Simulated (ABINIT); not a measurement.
# CdS (Greenockite) (P6_3mc) in ABINIT: a series of runs

Aim: see how the results for CdS (Greenockite) move with the level of theory and the settings. Levels: LDA, PBE. Tasks: single point.

Everything below comes from runs of ABINIT 10.8.3 (patched build). Logs are shortened: lines on timing, memory, paths and dates and some standing lists are left out, and cuts for length are marked. The log counts tension as positive stress, the text compression.

**What was measured.**

“Isotope dependence of band-gap energy”, 2008, arxiv:0807.2152 quotes, for a bulk crystal of CdS: band gap 2.5809 ± 0.0002 eV.

The runs below are set against these values where they give the same quantity.

## 1. The structure

The structure is hexagonal, space group P6_3mc (No. 186). Conventional cell: a = 4.150 Å, b = 4.150 Å, c = 6.737 Å, α = 90.00°, β = 90.00°, γ = 120.00°. Cd (site symmetry 3m) is surrounded by 4 S at 2.53 to 2.54 Å. S (site symmetry 3m) is surrounded by 4 Cd at 2.53 to 2.54 Å.

## 2. Single point, LDA

Contents of run.abi:

```
pp_dirpath "./"
pseudos "Cd.LDA_PW-JTH.xml, S.LDA_PW-JTH.xml"

acell 3*1.0 Angstrom
rprim
     4.1500000000     0.0000000000     0.0000000000
    -2.0750000000     3.5940054257     0.0000000000
     0.0000000000     0.0000000000     6.7370000000
ntypat 2
znucl 48 16
natom 4
typat 1 1 2 2
xcart
     3.9211817090     2.2638953148     6.3655424508
    -0.0000000004     4.5277906302     0.0000000000
     3.9211817090     2.2638953148    11.1396992889
    -0.0000000004     4.5277906302     4.7741568381

ecut 544.227725 eV
pawecutdg 40.0

kptopt 1
ngkpt 4 4 2
nshiftk 1
shiftk 0.0 0.0 0.0

ixc 7

nband 22
occopt 3
tsmear 0.00183747

nstep 100
tolvrs 1.0e-9

iomode 3
prtwf 0
prteig 0
prtebands 0
enunit 1
prtden 1
prtvha 1
prtvclmb 1
prtpot 1
```

Potentials or basis: JTH PAW LDA v2.0.

On the command line:

```sh
abinit run.abi > log 2>&1
```

run.abo:

```text
.Version 10.8.3 of ABINIT
 Symmetries : space group P6_3 m c (#186); Bravais hP (primitive hexag.)
================================================================================
 Values of the parameters that define the memory need of the present run
     intxc =       0    ionmov =       0      iscf =      17    lmnmax =      18
     lnmax =       6     mgfft =      54  mpssoang =       3    mqgrid =    3625
     natom =       4  nloc_mem =       2    nspden =       1   nspinor =       1
    nsppol =       1      nsym =      12    n1xccc =       1    ntypat =       2
    occopt =       3   xclevel =       1
       mpw =        2910          nfft =       55296          nkpt =           8
 PAW method is used; the additional fine FFT grid is defined by:
   mgfftf=        75    nfftf =    172800
================================================================================
================================================================================

--------------------------------------------------------------------------------
------------- Echo of variables that govern the present computation ------------
--------------------------------------------------------------------------------
 -outvars: echo values of preprocessed input variables --------
            acell      1.8897261259E+00  1.8897261259E+00  1.8897261259E+00 Bohr
              amu      1.12411000E+02  3.20660000E+01
             ecut      2.00000000E+01 Hartree
           enunit           1
              ixc           7
         kptrlatt        4    0    0      0    4    0      0    0    2
          kptrlen      2.54621698E+01
            natom           4
            nband          22
            ngfft          32      32      54
          ngfftdg          48      48      75
             nkpt           8
            nstep         100
             nsym          12
           ntypat           2
           occopt           3
        pawecutdg      4.00000000E+01 Hartree
        prtebands           0
           prteig           0
           prtpot           1
         prtvclmb           1
           prtvha           1
            prtwf           0
            rprim      4.1500000000E+00  0.0000000000E+00  0.0000000000E+00
                      -2.0750000000E+00  3.5940054257E+00  0.0000000000E+00
                       0.0000000000E+00  0.0000000000E+00  6.7370000000E+00
          spgroup         186
           tolvrs      1.00000000E-09
           tsmear      1.83747000E-03 Hartree
            typat      1  1  2  2
           useylm           1
           xangst      2.0749999993E+00  1.1980018073E+00  3.3685000000E+00
                      -7.0344795865E-10  2.3960036159E+00  0.0000000000E+00
                       2.0749999993E+00  1.1980018073E+00  5.8948749983E+00
                      -7.0344795865E-10  2.3960036159E+00  2.5263749983E+00
            xcart      3.9211817099E+00  2.2638953142E+00  6.3655424551E+00
                      -1.3293239857E-09  4.5277906308E+00  0.0000000000E+00
[... 164 lines left out ...]
 frms,max,avg= 5.2736397E-04 9.1342120E-04   0.000E+00  0.000E+00  1.088E-05 h/b

 cartesian forces (eV/Angstrom) at end:
    1      0.00000000000000    -0.00000000000000    -0.04697000637473
    2      0.00000000000000    -0.00000000000000    -0.04697000637473
    3     -0.00000000000000     0.00000000000000     0.04697000637473
    4      0.00000000000000    -0.00000000000000     0.04697000637473
 frms,max,avg= 2.7118146E-02 4.6970006E-02   0.000E+00  0.000E+00  5.597E-04 e/A
 length scales=  1.889726125908  1.889726125908  1.889726125908 bohr
              =  1.000000000000  1.000000000000  1.000000000000 angstroms
 Fermi (or HOMO) energy (eV) =   3.76408   Average Vxc (eV)=  -9.27847
 Eigenvalues (   eV  ) for nkpt=   8  k points:
 kpt#   1, nband= 22, wtk=  0.03125, kpt=  0.0000  0.0000  0.0000 (reduced coord)
  -9.00736   -8.55795   -4.42160   -4.39796   -4.39796   -4.31254   -4.31254   -3.99797
  -3.99797   -3.90629   -3.90629   -3.57036   -1.16213    2.52255    2.52255    3.25347
   3.30186    3.30186    4.18284    5.81315    9.54832    9.54832
 prteigrs : prtvol=0 or 1, do not print more k-points.

--- !EnergyTerms
iteration_state     : {dtset: 1, }
comment             : Components of total free energy in Hartree
kinetic             :  3.44701377042410E+01
hartree             :  2.87135720433972E+01
xc                  : -1.36617322710901E+01
Ewald energy        : -8.48816927464180E+01
psp_core            :  2.93546026672442E+00
local_psp           : -8.99945247772315E+01
PAW spherical_terms :  6.23734524514760E+00
internal            : -1.16181434535230E+02
'-kT*entropy'       : -5.23779234718987E-07
total_energy        : -1.16181435059009E+02
total_energy_eV     : -3.16145790400305E+03
...

--- !EnergyTermsDC
iteration_state     : {dtset: 1, }
comment             : '"Double-counting" decomposition of free energy'
band_energy         : -3.69582169908479E+00
Ewald energy        : -8.48816927464180E+01
psp_core            :  2.93546026672442E+00
xc_dc               : -2.70926139549990E+01
PAW spherical_terms : -3.44676785819719E+00
internal            : -1.16181435991975E+02
'-kT*entropy'       : -5.23779234718987E-07
total_energy_dc     : -1.16181436515754E+02
total_energy_dc_eV  : -3.16145794364310E+03
...

--- !EnergyTermsWithPAWCore
iteration_state     : {dtset: 1, }
comment             : 'Components of total free energy, including PAW core contributions'
Total energy        : -1.19754225212674E+04
Total energy DC     : -1.19754225227241E+04
Total energy (eV)   : -3.25867847685027E+05
Total energy DC (eV): -3.25867847724667E+05
...

 Cartesian components of stress tensor (hartree/bohr^3)
  sigma(1 1)=  1.08993437E-04  sigma(3 2)=  0.00000000E+00
  sigma(2 2)=  1.08993437E-04  sigma(3 1)=  0.00000000E+00
  sigma(3 3)=  9.85636114E-05  sigma(2 1)=  0.00000000E+00

-Cartesian components of stress tensor (GPa)         [Pressure= -3.1044E+00 GPa]
- sigma(1 1)=  3.20669762E+00  sigma(3 2)=  0.00000000E+00
- sigma(2 2)=  3.20669762E+00  sigma(3 1)=  0.00000000E+00
- sigma(3 3)=  2.89984156E+00  sigma(2 1)=  0.00000000E+00

== END DATASET(S) ==============================================================
================================================================================

 -outvars: echo values of variables after computation  --------
            acell      1.8897261259E+00  1.8897261259E+00  1.8897261259E+00 Bohr
           etotal     -1.1618143652E+02
            fcart      6.4377401574E-30 -6.1947183548E-30 -9.1342119538E-04
                       6.4377401574E-30 -6.1947183548E-30 -9.1342119538E-04
                      -2.7896874015E-29  1.3628380380E-29  9.1342119538E-04
                       1.5021393701E-29 -1.2389436710E-30  9.1342119538E-04
            rprim      4.1500000000E+00  0.0000000000E+00  0.0000000000E+00
                      -2.0750000000E+00  3.5940054257E+00  0.0000000000E+00
                       0.0000000000E+00  0.0000000000E+00  6.7370000000E+00
           strten      1.0899343672E-04  1.0899343674E-04  9.8563611357E-05
                       0.0000000000E+00  0.0000000000E+00  0.0000000000E+00
           xangst      2.0749999993E+00  1.1980018073E+00  3.3685000000E+00
                      -7.0344795865E-10  2.3960036159E+00  0.0000000000E+00
                       2.0749999993E+00  1.1980018073E+00  5.8948749983E+00
                      -7.0344795865E-10  2.3960036159E+00  2.5263749983E+00
             xred      6.6666666633E-01  3.3333333299E-01  5.0000000000E-01
                       3.3333333299E-01  6.6666666633E-01  0.0000000000E+00
                       6.6666666633E-01  3.3333333299E-01  8.7499999975E-01
                       3.3333333299E-01  6.6666666633E-01  3.7499999975E-01
 Calculation completed.
```

Run time: 19 s. Hardware: 1 thread of Arm Neoverse V2, shared host; peak memory 0.12 GiB.

What came out:

```yaml
Free_energy: -3161.4579 eV
Largest_force: 0.047 eV/Å
Band_gap_on_the_k_mesh: 0.88 eV, direct
Valence_electrons_inside_the_program's_atomic_spheres: Cd 10.48, 10.47; S 3.55
```

Forces in eV/Å, atoms in the order of the input:
```
Cd   0.000  0.000 -0.047
Cd   0.000  0.000 -0.047
S    0.000  0.000  0.047
S    0.000  0.000  0.047
```

Caveat: the k mesh is coarse (spacing up to 0.47 Å⁻¹), so the values aren't converged; the cutoff is too short for stress, so the log's stress isn't used.

## 3. Single point, PBE

Contents of run.abi:

```
# Pseudopotentials
pp_dirpath "./"
pseudos "Cd.GGA_PBE-JTH.xml, S.GGA_PBE-JTH.xml"

# Structure
acell 3*1.0 Angstrom
rprim
     4.1500000000     0.0000000000     0.0000000000
    -2.0750000000     3.5940054257     0.0000000000
     0.0000000000     0.0000000000     6.7370000000
ntypat 2
znucl 48 16
natom 4
typat 1 1 2 2
xred
     0.6666666667     0.3333333333     0.5000000000
     0.3333333333     0.6666666667     0.0000000000
     0.6666666667     0.3333333333     0.8750000000
     0.3333333333     0.6666666667     0.3750000000

# Plane-wave basis
ecut 20.0
pawecutdg 40.0

# k points
kptopt 1
ngkpt 6 6 3
nshiftk 1
shiftk 0.0 0.0 0.0

# Exchange and correlation
ixc 11

# Bands and occupations
nband 22
occopt 3
tsmear 0.05 eV

# SCF cycle
nstep 100
tolvrs 1.0e-9

# Output
iomode 3
prtwf 0
prtden 0
prteig 0
prtebands 0
enunit 2
```

Potentials or basis: JTH PAW PBE v2.0.

On the command line:

```sh
abinit run.abi > log 2>&1
```

It took 45 s on 1 thread of Arm Neoverse V2, shared host; peak memory 0.16 GiB.

It converged, with:

| Property | Result |
| --- | --- |
| Free energy | -3152.3377 eV |
| Largest force | 0.068 eV/Å |
| Band gap on the k mesh | 1.18 eV, direct |
| Valence electrons inside the program's atomic spheres | Cd 10.46; S 3.58 |

Forces on the atoms (eV/Å):
```
Cd   0.000  0.000 -0.068
Cd   0.000  0.000 -0.068
S    0.000  0.000  0.068
S    0.000  0.000  0.068
```

Levels at points of the mesh, in eV from the valence-band top:
| k point | band 16 | band 17 | band 18 | band 19 | band 20 | band 21 |
| --- | --- | --- | --- | --- | --- | --- |
| (0.00, 0.00, 0.00) | -0.04 | 0.00 | 0.00 | 1.18 | 2.77 | 6.45 |
| (0.50, 0.00, 0.00) | -1.85 | -1.28 | -0.73 | 3.69 | 3.88 | 5.11 |

Caveat: the cutoff is too short for stress, so the log's stress isn't used.

## 4. Against experiment

Step 3. Measured gap of CdS: 2.5809 eV (quoted in “Isotope dependence of band-gap energy”, 2008, arxiv:0807.2152). This calculation gives 1.18 eV (-1.41 eV). So large a miss can be the level of theory's own, or it may mean another phase, state or a wrong row. Spin-orbit coupling on Cd is left out. The value is that of PBE, without temperature or zero-point motion. Semilocal functionals fall short of measured gaps as a rule.
